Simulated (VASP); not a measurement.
# InP (F-43m) in VASP: Born charges and dielectric tensor with LDA

Aim: the Born charges and dielectric tensor of InP with LDA.

Everything below comes from runs of VASP 6.6.1. Logs are shortened: lines on timing, memory, paths and dates and some standing lists are left out, and cuts for length are marked.

**What was measured.**

A printed reference work, data compilation reports, for a bulk crystal of InP at 1.6 K: band gap 1.4236 eV (direct).

From a printed reference work, textbook, for a bulk crystal of InP at 300 K: high-frequency dielectric constant 9.61.

The runs below are set against these values where they give the same quantity.

### Step 1. The crystal as given

Symmetry: F-43m, No. 216, cubic system. Conventional cell: a = 5.829 Å, b = 5.829 Å, c = 5.829 Å, α = 90.00°, β = 90.00°, γ = 90.00°. In (site symmetry -43m) is surrounded by 4 P at 2.52 Å. Around P (site symmetry -43m) lie 4 In at 2.52 Å.

The cell is a database's computed one.

### Step 2. Born charges and dielectric tensor, LDA

Input file INCAR:

```
SYSTEM = InP
PREC     = Accurate       ! precision mode
ENCUT    = 350            ! plane-wave cutoff, eV
EDIFF    = 1E-8           ! SCF threshold, eV
ISMEAR   = 0              ! smearing method
SIGMA    = 0.02           ! smearing width, eV
LREAL    = .FALSE.        ! projectors in reciprocal space
LASPH    = .TRUE.         ! aspherical terms in the spheres
NELM     = 60             ! most SCF steps
ALGO     = Normal         ! electronic algorithm
ISIF     = 2              ! what is computed and relaxed
LWAVE    = .FALSE.        ! write WAVECAR
LCHARG   = .FALSE.        ! write CHGCAR
LEPSILON = .TRUE.         ! dielectric tensor by DFPT
IBRION   = 8              ! ionic algorithm
NSW      = 1              ! ionic steps
```

Input file KPOINTS:

```
regular mesh
0
G
  10 10 10
  0 0 0
```

Input file POSCAR:

```
InP
1.0
    0.0000000000      2.9144600000      2.9144600000
    2.9144600000      0.0000000000      2.9144600000
    2.9144600000      2.9144600000      0.0000000000
In P
1 1
Direct
    0.0000000000      0.0000000000      0.0000000000
    0.7500000000      0.7500000000      0.7500000000
```

Potentials or basis: VASP PAW LDA potentials, release 64 (In_d, P).

Started as:

```
> cat potpaw_LDA.64/In_d/POTCAR potpaw_LDA.64/P/POTCAR > POTCAR
> mpirun -np 1 vasp_std > vasp.out
```

OUTCAR:

```text
SYSTEM = InP
   PREC = Accurate
   ENCUT = 350
   EDIFF = 1E-8
   ISMEAR = 0
   LREAL = .FALSE.
   LASPH = .TRUE.
   NELM = 60
   ISIF = 2
   LEPSILON = .TRUE.
   IBRION = 8
   NSW = 1

 ion  position               nearest neighbor table
   1  0.000  0.000  0.000-   2 2.52   2 2.52   2 2.52   2 2.52
   2  0.750  0.750  0.750-   1 2.52   1 2.52   1 2.52   1 2.52

  LATTYP: Found a face centered cubic cell.
 ALAT       =     5.8289200000

  Lattice vectors:

 A1 = (   0.0000000000,   2.9144600000,   2.9144600000)
 A2 = (   2.9144600000,   0.0000000000,   2.9144600000)
 A3 = (   2.9144600000,   2.9144600000,   0.0000000000)

Analysis of symmetry for initial positions (statically):
=====================================================================
 Subroutine PRICEL returns:
 Original cell was already a primitive cell.

 Routine SETGRP: Setting up the symmetry group for a
 face centered cubic supercell.

 Subroutine GETGRP returns: Found 24 space group operations
 (whereof 24 operations were pure point group operations)
 out of a pool of 48 trial point group operations.

The static configuration has the point symmetry T_d .

Analysis of symmetry for dynamics (positions and initial velocities):
=====================================================================
 Subroutine PRICEL returns:
 Original cell was already a primitive cell.

 Routine SETGRP: Setting up the symmetry group for a
 face centered cubic supercell.

 Subroutine GETGRP returns: Found 24 space group operations
 (whereof 24 operations were pure point group operations)
 out of a pool of 48 trial point group operations.

The dynamic configuration has the point symmetry T_d .

 Subroutine INISYM returns: Found 24 space group operations
 (whereof 24 operations are pure point group operations),
 and found     1 'primitive' translations

----------------------------------------------------------------------------------------

                                     Primitive cell

  volume of cell :      49.5113

  direct lattice vectors                    reciprocal lattice vectors
     0.000000000  2.914460000  2.914460000    -0.171558368  0.171558368  0.171558368
     2.914460000  0.000000000  2.914460000     0.171558368 -0.171558368  0.171558368
     2.914460000  2.914460000  0.000000000     0.171558368  0.171558368 -0.171558368

  length of vectors
     4.121668859  4.121668859  4.121668859     0.297147809  0.297147809  0.297147809

  position of ions in fractional coordinates (direct lattice)
     0.000000000  0.000000000  0.000000000
     0.750000000  0.750000000  0.750000000

  ion indices of the primitive-cell ions
   primitive index   ion index
                 1           1
                 2           2

----------------------------------------------------------------------------------------

 KPOINTS: regular mesh

Automatic generation of k-mesh.
 Grid dimensions read from file:
 generate k-points for:   10   10   10

 Generating k-lattice:

  Cartesian coordinates                     Fractional coordinates (reciprocal lattice)
    -0.017155837  0.017155837  0.017155837     0.100000000  0.000000000  0.000000000
     0.017155837 -0.017155837  0.017155837     0.000000000  0.100000000  0.000000000
     0.017155837  0.017155837 -0.017155837     0.000000000  0.000000000  0.100000000

  Length of vectors
     0.029714781  0.029714781  0.029714781

  Shift w.r.t. Gamma in fractional coordinates (k-lattice)
     0.000000000  0.000000000  0.000000000

 Subroutine IBZKPT returns following result:
 ===========================================

[... 501 lines left out ...]
 -----------------------------------------------------------------------------------
      0.00000      0.00000      0.00000         0.000000      0.000000      0.000000
      4.37169      4.37169      4.37169        -0.000000     -0.000000     -0.000000
 -----------------------------------------------------------------------------------
    total drift:                                0.000000      0.000000      0.000000

  FREE ENERGIE OF THE ION-ELECTRON SYSTEM (eV)
  ---------------------------------------------------
  free  energy   TOTEN  =        -9.6723871153 eV

  energy  without entropy=       -9.6723871153  energy(sigma->0) =       -9.67238712

 HEAD OF MICROSCOPIC STATIC DIELECTRIC TENSOR (INDEPENDENT PARTICLE, excluding Hartree and local field effects)
 ------------------------------------------------------
          15.107805     0.000000     0.000000
           0.000000    15.107805     0.000000
          -0.000000     0.000000    15.107805
 ------------------------------------------------------

 Free energy of the ion-electron system (eV)
  ---------------------------------------------------
  ---------------------------------------------------
  free energy    TOTEN  =        -1.92154637 eV

  energy without entropy =       -1.92154637

------------------------ aborting loop because EDIFF is reached ----------------------------------------

--------------------------------------- Ionic step        2  -------------------------------------------

------------------------ aborting loop because EDIFF is reached ----------------------------------------

--------------------------------------- Ionic step        3  -------------------------------------------

------------------------ aborting loop because EDIFF is reached ----------------------------------------

 PIEZOELECTRIC TENSOR FIELD DIRECTION 3  (e Angst)
 -----------------------------------------------------------------------------
    -0.00052  2.55901  0.00000           ( -0.00000  0.03531  0.00000)
     2.55901 -0.00052  0.00000           (  0.03531 -0.00000  0.00000)
     0.00000  0.00000 -0.00142           (  0.00000  0.00000 -0.00000)

 PIEZOELECTRIC TENSOR FIELD DIRECTION 3  (C/m^2)
 -----------------------------------------------------------------------------
    -0.00017  0.82809  0.00000
     0.82809 -0.00017  0.00000
     0.00000  0.00000 -0.00046

--------------------------------------- Ionic step        4  -------------------------------------------

------------------------ aborting loop because EDIFF is reached ----------------------------------------

[... ionic steps 5 to 6 ...]

--------------------------------------- Ionic step        7  -------------------------------------------

 Free energy of the ion-electron system (eV)
  ---------------------------------------------------
  ---------------------------------------------------
  free energy    TOTEN  =        -0.04904879 eV

  energy without entropy =       -0.04904879

------------------------ aborting loop because EDIFF is reached ----------------------------------------

 INTERNAL STRAIN TENSOR  FOR ION    2  DIRECTION 1   (eV/Angst):
 -----------------------------------------------------------------------------
    -0.01009  0.00000  0.00000
     0.00000  0.00626  8.01416
     0.00000  8.01416  0.00626

 MACROSCOPIC STATIC DIELECTRIC TENSOR (including local field effects in DFT)
 ------------------------------------------------------
          14.440707     0.000000    -0.000000
          -0.000000    14.440707     0.000000
           0.000000     0.000000    14.440707
 ------------------------------------------------------

 PIEZOELECTRIC TENSOR (including local field effects)  for field in x, y, z        (e  Angst)
          XX          YY          ZZ          XY          YZ          ZX
  --------------------------------------------------------------------------------
  x     0.00000    -0.00000    -0.00000     0.00000     2.56593     0.00000
  y     0.00000    -0.00000     0.00000     0.00000     0.00000     2.56593
  z     0.00000     0.00000     0.00000     2.56593     0.00000     0.00000

 PIEZOELECTRIC TENSOR (including local field effects)  for field in x, y, z        (C/m^2)
          XX          YY          ZZ          XY          YZ          ZX
  --------------------------------------------------------------------------------
  x     0.00000    -0.00000    -0.00000     0.00000     0.83033     0.00000
  y     0.00000    -0.00000     0.00000     0.00000     0.00000     0.83033
  z     0.00000     0.00000     0.00000     0.83033     0.00000     0.00000

 BORN EFFECTIVE CHARGES (including local field effects) (in |e|, cummulative output)
 ---------------------------------------------------------------------------------
 ion    1
    1     2.51985     0.00000     0.00000
    2     0.00000     2.51985    -0.00000
    3     0.00000    -0.00000     2.51985
 ion    2
    1    -2.51985     0.00000    -0.00000
    2     0.00000    -2.51985     0.00000
    3     0.00000     0.00000    -2.51985

 INTERNAL STRAIN TENSOR FOR ION    2 for displacements in x,y,z  (eV/Angst):
          X           Y           Z          XY          YZ          ZX
  --------------------------------------------------------------------------------
  x    -0.00000     0.00000     0.00000     0.00000     8.01416     0.00000
  y     0.00000     0.00000     0.00000     0.00000     0.00000     8.01416
  z     0.00000     0.00000    -0.00000     8.01416     0.00000     0.00000

 SECOND DERIVATIVES (NOT SYMMETRIZED)
 ------------------------------------
               1X          1Y          1Z          2X          2Y          2Z
  1X    -8.216009    0.000000    0.000000    8.216009    0.000000    0.000000
  1Y     0.000000   -8.216009    0.000000    0.000000    8.216009    0.000000
  1Z     0.000000    0.000000   -8.216009    0.000000    0.000000    8.216009
  2X     8.215577    0.000000    0.000000   -8.215577    0.000000    0.000000
  2Y     0.000000    8.215577    0.000000    0.000000   -8.215577    0.000000
  2Z     0.000000    0.000000    8.215577    0.000000    0.000000   -8.215577

 Eigenvectors and eigenvalues of the dynamical matrix
 ----------------------------------------------------

   1 f  =    9.072659 THz    57.005199 2PiTHz  302.631336 cm-1    37.521487 meV
             X         Y         Z           dx          dy          dz
      0.000000  0.000000  0.000000    -0.460933    0.000000    0.000000
      4.371690  4.371690  4.371690     0.887435    0.000000    0.000000
[... 21 lines left out ...]
   6 f/i=    0.000098 THz     0.000613 2PiTHz    0.003255 cm-1     0.000404 meV
             X         Y         Z           dx          dy          dz
      0.000000  0.000000  0.000000    -0.887435    0.000000    0.000000
      4.371690  4.371690  4.371690    -0.460933    0.000000    0.000000

--------------------------------------------------------------------------------------------------------

 MACROSCOPIC STATIC DIELECTRIC TENSOR IONIC CONTRIBUTION
 ------------------------------------------------------
           2.824623    -0.000000     0.000000
          -0.000000     2.824623     0.000000
           0.000000     0.000000     2.824623
 ------------------------------------------------------

 ELASTIC MODULI CONTR FROM IONIC RELAXATION (kBar)
 Direction    XX          YY          ZZ          XY          YZ          ZX
 --------------------------------------------------------------------------------
 XX          -0.0000      0.0000      0.0000     -0.0000      0.0000     -0.0000
 YY           0.0000     -0.0000      0.0000     -0.0000     -0.0000      0.0000
 ZZ           0.0000      0.0000     -0.0000      0.0000     -0.0000     -0.0000
 XY          -0.0000     -0.0000      0.0000   -249.0309     -0.0000     -0.0000
 YZ           0.0000     -0.0000     -0.0000     -0.0000   -249.0309      0.0000
 ZX          -0.0000      0.0000     -0.0000     -0.0000      0.0000   -249.0309
 --------------------------------------------------------------------------------

 PIEZOELECTRIC TENSOR IONIC CONTR  for field in x, y, z        (C/m^2)
          XX          YY          ZZ          XY          YZ          ZX
  --------------------------------------------------------------------------------
  x     0.00000    -0.00000    -0.00000    -0.00000    -0.78919     0.00000
  y    -0.00000     0.00000    -0.00000    -0.00000     0.00000    -0.78919
  z    -0.00000    -0.00000     0.00000    -0.78919    -0.00000    -0.00000
```

Wall time 7.8 min (1 thread of Intel Xeon Platinum 8488C (Sapphire Rapids), shared host); peak memory 0.28 GiB.

Results:

* Band gap on the k mesh: 0.60 eV, direct
* Electronic dielectric tensor (diagonal): 14.44
* Born charges (mean of the diagonal): In +2.52; P -2.52 e
* Highest phonon frequency at Γ, LO-TO splitting left out: 303 cm⁻¹

Phonon frequencies in cm⁻¹ (negative: imaginary):
| q point | frequencies |
| --- | --- |
| (0.000, 0.000, 0.000) | 0 0 0 303 303 303 |

Electronic dielectric tensor:
```
14.44  0.00  0.00
 0.00 14.44  0.00
 0.00  0.00 14.44
```

Born effective charge tensors (e):
atom 1, In
```
2.52 0.00 0.00
0.00 2.52 0.00
0.00 0.00 2.52
```
atom 2, P
```
-2.52  0.00  0.00
 0.00 -2.52  0.00
 0.00  0.00 -2.52
```

Caveat: the gap is small at this level, which inflates the dielectric constant; spin-orbit coupling is left out, which moves the levels of the heavy elements.

### Step 3. Comparison with measurements

Step 2. A measured gap of InP is 1.4236 eV (direct; 1.6 K; a printed reference work, data compilation); the calculated 0.60 eV misses it by -0.82 eV. Spin-orbit coupling on In is left out. The value is that of LDA, without temperature or zero-point motion. Semilocal functionals fall short of measured gaps as a rule. The cell is a database's relaxed one, not the measured one, which moves gaps too. Measured high-frequency dielectric constant of InP: 9.61 (300 K; a printed reference work, textbook). This calculation gives 14.44 (+50.3 %). So large a miss can be the level of theory's own, or it may mean another phase, state or a wrong row.
